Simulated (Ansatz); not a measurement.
## CoSi₂: a fit and a missing row

CoSi₂, Fm-3m, a = 5.360 Å. Ansatz: PBE, PAW, 420 eV, Γ-centred 14×14×14 mesh on 3 atoms, Gaussian smearing 0.10 eV; no spin polarisation. Symmetry fixes shape and atoms, so the cell is only scaled; pressure is positive in compression.

```
V (Å³/atom) P (GPa)
     12.062    12.76
     12.446     5.85
     12.831     0.00
     13.216    -4.95
     13.601        ?
```

Take V0 = 12.831 Å³/atom, fit the third-order Birch–Murnaghan form to the other rows, and predict the missing pressure.

With the Eulerian strain f = ½[(V0/V)^(2/3) − 1] and y = P/[3f(1 + 2f)^(5/2)], the form is the line y = B0 + 1.5 B0 (B0′ − 4) f. Rows (f, y): 0.02103, 182.5; 0.01026, 180.6; -0.00976, 177.6. Means f = 0.007177, y = 180.23; Σ(Δf)² = 0.0004883, ΣΔfΔy = 0.07713; the slope is their ratio. y = 179.1 + 158.0 f GPa, so B0 = 179.1 GPa and B0′ = 4 + 2 × (158.0)/(3 × 179.1) = 4.59. At V = 13.601, f = -0.01905, y = 176.09 and P = -9.13 GPa. The run gave -9.12 GPa, so the fit is 0.01 GPa too low, a small miss on the scale of the series. The form still works here, 33 % of the fitted range beyond its end.